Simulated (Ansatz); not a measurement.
# Nb2COF MXene monolayer in a perpendicular field, part 2 of 3

What dipole does a perpendicular field induce in the Nb2COF MXene monolayer? A positive field points along +c.

Ansatz 0.2.0; plane-wave DFT, PBE-D4, Ansatz PAW.

So far. Step 2 (Relaxation): The lattice constant a goes from 3.151 to 3.126 Å.

### Step 3. Single point, field 0

A sawtooth potential applies the field, turning back in the middle of the vacuum. With the dipole correction the typed value is the field outside the slab. The induced dipole is small, so the SCF threshold is tight.

The cell differs from the one that the last finished run ended in (c 40.043 → 22.881 Å).

File input.yaml:

```yaml
crystal:
  lattice:
    - [3.1264501753, 0.0, 0.0]
    - [-1.5632250876, 2.7075852755, 0.0]
    - [0.0, 0.0, 22.8809764641]
  atoms:
    - { symbol: F, position: [0.3333333333, 0.6666666667, 0.3933398565] }
    - { symbol: Nb, position: [0.6666666667, 0.3333333333, 0.4553537355] }
    - { symbol: C, position: [0.0, 0.0, 0.5053355549] }
    - { symbol: Nb, position: [0.3333333333, 0.6666666667, 0.5598925555] }
    - { symbol: O, position: [0.6666666667, 0.3333333333, 0.6066601435] }
kpoints:
  mp_grid: { grid: [18, 18, 1] }
  band_path:
    path: [[0, 0, 0], [0.5, 0, 0], [0.33333333, 0.33333333, 0], [0, 0, 0]]
    npoints: 16
hamiltonian:
  xc: pbe
  dispersion: d4
scf:
  occupations: { method: fermi_dirac, width: 0.05 }
  convergence: { dr2_threshold: 1.0e-10 }
efield:
  axis: 3
  dipole_correction: true
  ramp_position: 0.97
  ramp_width: 0.06
  amplitude: 0
output:
  dos: { projected: true, e_range: [-6, 5] }
  bader: true
  write_potential: true
  write_density: true
  volumetric_format: npy
  elf: true
```

The run is started by

```console
> ansatz run input.yaml --threads 4 --pin off --max-ram 6144MiB --backend cpu --events-out ev --progress --plain --runs-dir out
```

Numbers of over 12 decimals in the logs are rounded to 6 here.

What it wrote:

```text
[...]
Crystal: 5 atoms, lattice volume = 193.690 Å³
Basis set: ecut = 420 eV, 3785 PW (Γ)
Bands: 27, of which v1, the nominal top of the filled ones, is band 22 counted from 1 (21 counted from 0)
Symmetry: 6 space group operations
[...]
k-points: 37 of 324 (time reversal used)
[...]
SCF iter   1: F=—  HF=-10735.434537 eV  |F-HF|=—  |Δ(HF+E_count)|=         —  Δρ=4.62e-3  dr2=6.58e-2  ethr=1.77e-3  p=-0.034 e·Å  D=-3.16e-2 V/Å  ΔV_dip=0.72 eV  dr2_dipole=1.08e-2  V_vac-E_F(+/−)=5.76/5.03 eV  ⟨swp⟩=8.9  Hψ=5972  notcnv=0
efield: sawtooth ramp at fractional position 0.9700 (set: `efield.ramp_position`, or a place that a band, a saddle search or an elastic batch's reference lends), width 0.0600; the density the first Hamiltonian is built on has a dipole p = -0.034 e·Å; the dipole correction subtracts the counter field D = -3.16e-2 V/Å, which shifts the + side's vacuum level by +0.72 eV against the − side's; the planar-averaged density in the ramp window peaks in size at 1.8e-5 e/Å³
[...]
SCF iter   2: F=—  HF=-10735.430857 eV  |F-HF|=—  |Δ(HF+E_count)|=   3.68e-3  Δρ=3.03e-3  dr2=1.45e-2  ethr=1.53e-4  p=-0.053 e·Å  D=-4.95e-2 V/Å  ΔV_dip=1.13 eV  dr2_dipole=2.78e-4  V_vac-E_F(+/−)=5.86/4.73 eV  ⟨swp⟩=2.1  Hψ=1948  notcnv=0  defer=18
[...]
SCF iter   9: F=-10735.427753 eV  HF=-10735.427753 eV  |F-HF|=3.18e-10  |Δ(HF+E_count)|=   8.68e-9  Δρ=1.93e-7  dr2=4.09e-11  ethr=1.00e-12  p=-0.052 e·Å  D=-4.89e-2 V/Å  ΔV_dip=1.12 eV  dr2_dipole=7.64e-13  V_vac-E_F(+/−)=5.91/4.79 eV  ⟨swp⟩=5.9  Hψ=4207  notcnv=0
SCF 1 converged in 9 iterations: F = -10735.427753 eV  dr2 = 4.09e-11
[...]
NSCF: frozen V_eff on 49 k-points
efield: sawtooth ramp at fractional position 0.9700 (kept from the solve that this one continues, or follows in the run), width 0.0600; the density the first Hamiltonian is built on has a dipole p = -0.052 e·Å; the dipole correction subtracts the counter field D = -4.89e-2 V/Å, which shifts the + side's vacuum level by +1.12 eV against the − side's; the planar-averaged density in the ramp window peaks in size at 1.6e-6 e/Å³
[...]
SCF converged after 9 iterations
Free energy (F): -10735.427753 eV
[...]
Internal energy: -10735.414903 eV  (E = F + TS)
E sigma→0 (E₀):  -10735.421328 eV
Entropy (-TS):   -0.012850 eV (-2.570 meV/atom)
Fermi energy:    0.707697 eV
Dipole field:    D = -0.048918 V/Å  (p = -0.052362 e·Å, saw-weighted, corrected)
Work function:   Φ+ = 5.9070 eV   Φ− = 4.7877 eV
Levels:          The Fermi level and band energies are counted from a zero that moves with the ramp; work functions are not
[...]
--- Band table (eV; the first three rows and the last of 37) ---
  k-point 0: bands = [... 18 lower, -2.4156, -2.4156, -0.1238, -0.1238, 0.6365, 2.1791, 2.1791, 2.8106, ... 1 higher]
  k-point 1: bands = [... 18 lower, -2.4737, -2.4661, -0.1914, -0.0615, 0.6571, 2.1389, 2.2381, 2.8704, ... 1 higher]
  k-point 2: bands = [... 18 lower, -2.5926, -2.5042, -0.3655, 0.1206, 0.6874, 2.1166, 2.3814, 2.8961, ... 1 higher]
  k-point 36: bands = [... 18 lower, -3.2353, -3.2252, 0.4929, 0.8864, 1.5931, 2.5087, 3.0430, 3.5516, ... 1 higher]
--- Bader charges: 5 sites ---
  site symbol  charge [e]  shift [e]
     0      F     -0.7571     0.0003
     1     Nb      1.6905     0.0009
     2      C     -1.8524     0.0014
     3     Nb      2.0716     0.0005
     4      O     -1.1525     0.0003
  estimated error of the sums over rays = 6.3e-4 e
```

Elapsed: 14 s, on 4 threads of Intel Xeon Platinum 8488C (Sapphire Rapids), shared host; peak memory 0.67 GiB; 53 s of CPU time.

In the SCF lines HF is the Harris–Foulkes energy and dr2 the Hartree energy of the density residual, in eV; the loop may stop once dr2 is under the threshold and the program's other checks hold. Hψ counts applications of the Hamiltonian.

Numbers from this step:

```yaml
energy_at_zero_smearing: -10735.4213 eV
work_function_upper_face: 5.907 eV
work_function_lower_face: 4.788 eV
dipole_along_the_normal: -0.05236 e·Å
step_between_the_vacuum_levels: 1.119 eV
```

Running mean over a fixed 2.7 Å (it still follows the layers) of the planar mean; the ramp of the sawtooth is left out. Table of electron's electrostatic potential energy less the Fermi level by z:

| z (Å) | electron's electrostatic potential energy less the Fermi level (eV) |
| --- | --- |
| 4 | 4.79 |
| 5 | 4.79 |
| 6 | 4.78 |
| 7 | 4.63 |
| 8 | 1.63 |
| 9 | -4.83 |
| 10 | -11.9 |
| 11 | -13.8 |
| 12 | -14.5 |
| 13 | -12.4 |
| 14 | -6.01 |
| 15 | 2.40 |
| 16 | 5.74 |
| 17 | 5.90 |
| 18 | 5.91 |
| 19 | 5.91 |

The density of states has structure finer than the step of the table below, so its rows give means over 0.25 eV, whole bins alone (the curve runs from -6 to 1.97 eV). Peaks (eV: height): -5.640: 7.16, -5.530: 6.42, -5.230: 10.2, -4.040: 7.92, -3.440: 8.81, -3.190: 7.25, 1.550: 8.86.

Density of states against energy, zero at the Fermi level; means over each step:

| energy (eV) | density of states (states/eV a cell) |
| --- | --- |
| -5.75 | 2.30 |
| -5.50 | 4.90 |
| -5.25 | 6.36 |
| -5.00 | 3.14 |
| -4.75 | 3.87 |
| -4.50 | 3.28 |
| -4.25 | 2.47 |
| -4.00 | 3.66 |
| -3.75 | 2.15 |
| -3.50 | 4.73 |
| -3.25 | 3.92 |
| -3.00 | 0.00515 |
| -2.75 | 0 |
| -2.50 | 0 |
| -2.25 | 0 |
| -2.00 | 0 |
| -1.75 | 1.73 |
| -1.50 | 1.82 |
| -1.25 | 1.97 |
| -1.00 | 1.46 |
| -0.75 | 1.39 |
| -0.50 | 1.67 |
| -0.25 | 0.996 |
| 0.00 | 1.72 |
| 0.25 | 1.53 |
| 0.50 | 1.12 |
| 0.75 | 1.02 |
| 1.00 | 1.05 |
| 1.25 | 2.11 |
| 1.50 | 5.83 |
| 1.75 | 4.33 |

Projected DOS per atom over height of the atomic layer and energy from the Fermi level. Layers: F Nb C Nb O from below.

Ten even steps from '_' (0.00 states/eV) to '@' (2.08 states/eV), each cell a mean:
```
__%%__%%__
__@@..@@__
__--__..__
__--__..__
__==__..__
__==__..__
__--__..__
__--__::__
__==__::..
__--__::::
__..__..::
__________
__________
__________
__--++..%%
__::--..**
__..::::##
__::--..==
__--**==::
..::******
....==##@@
::..::--==
```
Columns: height of the atomic layer (Å) from 9 to 13.9 (not evenly spaced); rows upwards: energy from the Fermi level (eV) from -5.96 to 1.96.

The electronic bands at the labelled points (eV, zero at the Fermi level):

| point | band 18 | band 19 | band 20 | band 21 | band 22 | band 23 | band 24 | band 25 |
| --- | --- | --- | --- | --- | --- | --- | --- | --- |
| Γ | -3.56 | -3.12 | -3.12 | -0.83 | -0.83 | -0.07 | 1.47 | 1.47 |
| halfway | -4.68 | -3.57 | -3.43 | -1.60 | 0.29 | 0.33 | 1.53 | 2.04 |
| M | -4.47 | -4.23 | -3.30 | -1.79 | 1.34 | 2.06 | 2.42 | 2.83 |
| halfway | -4.58 | -4.26 | -3.44 | -1.31 | 1.00 | 1.42 | 2.11 | 2.51 |
| K | -4.46 | -3.94 | -3.93 | -0.21 | 0.18 | 0.89 | 1.80 | 2.34 |
| halfway | -4.74 | -4.01 | -3.30 | -1.01 | -0.80 | 1.37 | 1.80 | 1.98 |
| Γ | -3.56 | -3.12 | -3.12 | -0.83 | -0.83 | -0.07 | 1.47 | 1.47 |

ELF in the ca plane at fractional y = 0.333, with atoms of Nb and O within 0.2 Å of it. It is the smooth field of the valence electrons, not physical close to the nuclei.

Ten even steps from '0' (0.00) to '9' (0.83), each cell a mean:
```
00000000000000011115763343113798741000000000
00000000000000000158787322138889963100000000
00000000000000000178358322148759973100000000
00000000000000000158887232127999962000000000
00000000000000012114653353113688631000000000
00000000000000245421225763232122100000000000
00000000000001356521246763343100000000000000
00000000000000245311224663222233200000000000
```
Columns run along c (16.0 Å, from fractional 0.13 to 0.83 of the cell), rows up along a (3.1 Å). Atoms in or near the plane, at fractional coordinates: Nb at (0.46, 0.67), O at (0.61, 0.67).

Valence density in the ca plane at fractional y = 0.333, with atoms of Nb and O within 0.2 Å of it. It is the smooth field of the valence electrons, not physical close to the nuclei.

Ten steps, logarithmic in the rise over the least value, from '0' (0.0 e/Å³) to '9' (6.6 e/Å³), each cell a mean:
```
00000000000000000001234676443334565310000000
00000000000000000000147998643234798631000000
00000000000000000000147999743235899731000000
00000000000000000001137898643334788631000000
00000000000000000001234666443334455310000000
00000000000000000013333334444455432100000000
00000000000000000013433234444555421100000000
00000000000000000012333344444444432100000000
```
Columns run along c (16.0 Å, from fractional 0.07 to 0.77 of the cell), rows up along a (3.1 Å). Atoms in or near the plane, at fractional coordinates: Nb at (0.46, 0.67), O at (0.61, 0.67).

Electrostatic potential energy in the ca plane at fractional y = 0.333, with atoms of Nb and O within 0.2 Å of it. With pseudopotentials it is smooth inside the atoms' cores, unlike the true potential.

Ten even steps from '0' (-49 eV) to '9' (6 eV), each cell a mean:
```
99999999999999999874225788878778999999999999
99999999999999999740001688887314999999999999
99999999999999998730000589986102899999999999
99999999999999999850002688887325999999999999
99999999999999999875336888777889999999999999
99999999999999999988778887656789999999999999
99999999999999999988888887545789999999999999
99999999999999999887778887666889999999999999
```
Columns run along c (16.0 Å, from fractional 0.13 to 0.83 of the cell; values clipped at the 3rd and 97th percentile), rows up along a (3.1 Å). Atoms in or near the plane, at fractional coordinates: Nb at (0.46, 0.67), O at (0.61, 0.67).

The work function of the upper face is 5.91 eV.

### Step 4. Single point, field 0.1 V/Å

Edit input.yaml of step 3 so:

```diff
@@ -27,6 +27,4 @@
   ramp_width: 0.06
-  amplitude: 0
+  amplitude: 0.1
 output:
-  dos: { projected: true, e_range: [-6, 5] }
-  bader: true
   write_potential: true
@@ -34,2 +32 @@
   volumetric_format: npy
-  elf: true
```

What it wrote:

```text
[...]
Crystal: 5 atoms, lattice volume = 193.690 Å³
Basis set: ecut = 420 eV, 3785 PW (Γ)
Bands: 27, of which v1, the nominal top of the filled ones, is band 22 counted from 1 (21 counted from 0)
Symmetry: 6 space group operations
[...]
k-points: 37 of 324 (time reversal used)
[...]
k-point 0: bands = [... 18 lower, -2.4009, -2.4009, -0.1091, -0.1091, 0.6526, 2.1932, 2.1932, 2.8043, ... 1 higher]
  k-point 1: bands = [... 18 lower, -2.4574, -2.4510, -0.1771, -0.0471, 0.6733, 2.1509, 2.2521, 2.8694, ... 1 higher]
  k-point 2: bands = [... 18 lower, -2.5770, -2.4849, -0.3513, 0.1343, 0.7025, 2.1274, 2.3953, 2.9051, ... 1 higher]
  k-point 36: bands = [... 18 lower, -3.2095, -3.1971, 0.5034, 0.8981, 1.6052, 2.5247, 3.0570, 3.5669, ... 1 higher]
[key lines of the parts left out:]
SCF converged after 13 iterations
Free energy (F): -10735.423809 eV
Fermi energy:    0.720858 eV
Dipole field:    D = -0.024768 V/Å  (p = -0.026512 e·Å, saw-weighted, corrected)
```

Wall time 6.5 s (4 threads); peak memory 0.63 GiB.

The dipole is -0.0265 e·Å, 0.0258 e·Å from its value without field.

### Step 5. Atoms held, field -0.1 V/Å

Edit input.yaml of step 4 so:

```diff
@@ -27,3 +27,3 @@
   ramp_width: 0.06
-  amplitude: 0.1
+  amplitude: -0.1
 output:
```

What it wrote:

```text
[...]
Crystal: 5 atoms, lattice volume = 193.690 Å³
Basis set: ecut = 420 eV, 3785 PW (Γ)
Bands: 27, of which v1, the nominal top of the filled ones, is band 22 counted from 1 (21 counted from 0)
Symmetry: 6 space group operations
[...]
k-points: 37 of 324 (time reversal used)
[...]
k-point 0: bands = [... 18 lower, -2.4306, -2.4306, -0.1388, -0.1388, 0.6199, 2.1647, 2.1647, 2.8145, ... 1 higher]
  k-point 1: bands = [... 18 lower, -2.4903, -2.4814, -0.2061, -0.0762, 0.6405, 2.1263, 2.2236, 2.8686, ... 1 higher]
  k-point 2: bands = [... 18 lower, -2.6086, -2.5239, -0.3801, 0.1065, 0.6720, 2.1053, 2.3670, 2.8854, ... 1 higher]
  k-point 36: bands = [... 18 lower, -3.2614, -3.2538, 0.4820, 0.8744, 1.5806, 2.4923, 3.0287, 3.5359, ... 1 higher]
[key lines of the parts left out:]
SCF converged after 13 iterations
Free energy (F): -10735.434282 eV
Fermi energy:    0.694127 eV
Dipole field:    D = -0.073076 V/Å  (p = -0.078221 e·Å, saw-weighted, corrected)
```

The job ended after 6.4 s (4 threads; peak memory 0.62 GiB; 25 s of CPU time).

The dipole is -0.0782 e·Å, -0.0259 e·Å from its value without field.

### Step 6. Single point, field 0.5 V/Å

Edit input.yaml of step 5 so:

```diff
@@ -27,3 +27,3 @@
   ramp_width: 0.06
-  amplitude: -0.1
+  amplitude: 0.5
 output:
```

What it wrote:

```text
[...]
Crystal: 5 atoms, lattice volume = 193.690 Å³
Basis set: ecut = 420 eV, 3785 PW (Γ)
Bands: 27, of which v1, the nominal top of the filled ones, is band 22 counted from 1 (21 counted from 0)
Symmetry: 6 space group operations
[...]
k-points: 37 of 324 (time reversal used)
[...]
k-point 0: bands = [... 18 lower, -2.3457, -2.3457, -0.0548, -0.0548, 0.7121, 2.2453, 2.2453, 2.7340, ... 1 higher]
  k-point 1: bands = [... 18 lower, -2.3957, -2.3947, -0.1242, 0.0060, 0.7335, 2.1918, 2.3043, 2.8190, ... 1 higher]
  k-point 2: bands = [... 18 lower, -2.5180, -2.4113, -0.2987, 0.1851, 0.7583, 2.1623, 2.4471, 2.9096, ... 1 higher]
  k-point 36: bands = [... 18 lower, -3.1106, -3.0885, 0.5410, 0.9402, 1.6493, 2.5846, 3.1086, 3.6240, ... 1 higher]
[key lines of the parts left out:]
SCF converged after 13 iterations
Free energy (F): -10735.433882 eV
Fermi energy:    0.769241 eV
Dipole field:    D = 0.071833 V/Å  (p = 0.076890 e·Å, saw-weighted, corrected)
```

It took 6.6 s on 4 threads; peak memory 0.63 GiB; 25 s of CPU time.

The dipole is 0.0769 e·Å, 0.129 e·Å from its value without field.

### Step 7. Single point, field -0.3 V/Å

Edit input.yaml of step 6 so:

```diff
@@ -27,4 +27,6 @@
   ramp_width: 0.06
-  amplitude: 0.5
+  amplitude: -0.3
 output:
+  dos: { projected: true, e_range: [-6, 5] }
+  bader: true
   write_potential: true
@@ -32 +34,2 @@
   volumetric_format: npy
+  elf: true
```

What it wrote:

```text
[...]
Crystal: 5 atoms, lattice volume = 193.690 Å³
Basis set: ecut = 420 eV, 3785 PW (Γ)
Bands: 27, of which v1, the nominal top of the filled ones, is band 22 counted from 1 (21 counted from 0)
Symmetry: 6 space group operations
[...]
k-points: 37 of 324 (time reversal used)
[...]
k-point 36: bands = [... 18 lower, -3.3150, -3.3122, 0.4590, 0.8491, 1.5542, 2.4584, 2.9989, 3.5032, ... 1 higher]
--- Bader charges: 5 sites ---
  site symbol  charge [e]  shift [e]
     0      F     -0.7505     0.0003
     1     Nb      1.6995     0.0009
     2      C     -1.8536     0.0014
     3     Nb      2.0667     0.0005
     4      O     -1.1621     0.0003
  estimated error of the sums over rays = 6.4e-4 e
[key lines of the parts left out:]
SCF converged after 13 iterations
Free energy (F): -10735.455099 eV
Fermi energy:    0.665751 eV
Dipole field:    D = -0.121416 V/Å  (p = -0.129963 e·Å, saw-weighted, corrected)
```

Run time: 14 s. Hardware: 4 threads; peak memory 0.64 GiB; 56 s of CPU time.

The dipole is -0.130 e·Å, -0.0776 e·Å from its value without field.

### Step 8. Response, atoms held

This step: plane-wave DFT, PBE-D4, Ansatz PAW; response to a field along the normal, atoms held (Ansatz 0.2.0).

The dipoles give the slope, and the difference of two potentials shows where the field is screened.

Numbers from this step:

```yaml
equivalent_conductor_thickness_p_eps_0ae: 5.527 Å
distance_between_the_outer_atoms: 4.881 Å
```

Dipole of the cell against applied field:

| applied field (V/Å) | dipole of the cell (e·Å) |
| --- | --- |
| -0.300 | -0.130 |
| -0.100 | -0.0782 |
| 0.000 | -0.0524 |
| 0.100 | -0.0265 |
| 0.500 | 0.0769 |

Local field over the applied field, running mean. From the potentials at -0.1 and 0.1 V/Å; running mean over 2.5 Å. The local field over applied field by z:

| z (Å) | local field over applied field |
| --- | --- |
| 4.5 | 1.000 |
| 5.0 | 1.000 |
| 5.5 | 0.999 |
| 6.0 | 0.996 |
| 6.5 | 0.985 |
| 7.0 | 0.951 |
| 7.5 | 0.868 |
| 8.0 | 0.746 |
| 8.5 | 0.601 |
| 9.0 | 0.447 |
| 9.5 | 0.295 |
| 10.0 | 0.178 |
| 10.5 | 0.0959 |
| 11.0 | 0.0446 |
| 11.5 | 0.0168 |
| 12.0 | 0.0160 |
| 12.5 | 0.0413 |
| 13.0 | 0.102 |
| 13.5 | 0.207 |
| 14.0 | 0.359 |
| 14.5 | 0.533 |
| 15.0 | 0.704 |
| 15.5 | 0.847 |
| 16.0 | 0.941 |
| 16.5 | 0.981 |
| 17.0 | 0.995 |
| 17.5 | 0.998 |
| 18.0 | 1.000 |
| 18.5 | 1.000 |

(Part 2 of 3 ends here.)

[Logs are printed without paths, hosts, clocks, repeated set-up lines and the standing remarks that a program may print on its own settings, such as how far it seeks lower states.]

[Hosts, paths, dates, database ids (printed as entryN), source tags and the programs' standing remarks are cut or masked in the printed files.]

[Maps of the electrostatic potential energy from Ansatz leave out the sawtooth potential of an applied field or a dipole correction, so their vacuum need not be flat; planar profiles and work functions include it.]

[The density of states shown here was stored with 400 of the rows of the run's finer table, so its peaks can read low, often by over a quarter, or be missed, and its means over a window can be off by a tenth or more.]
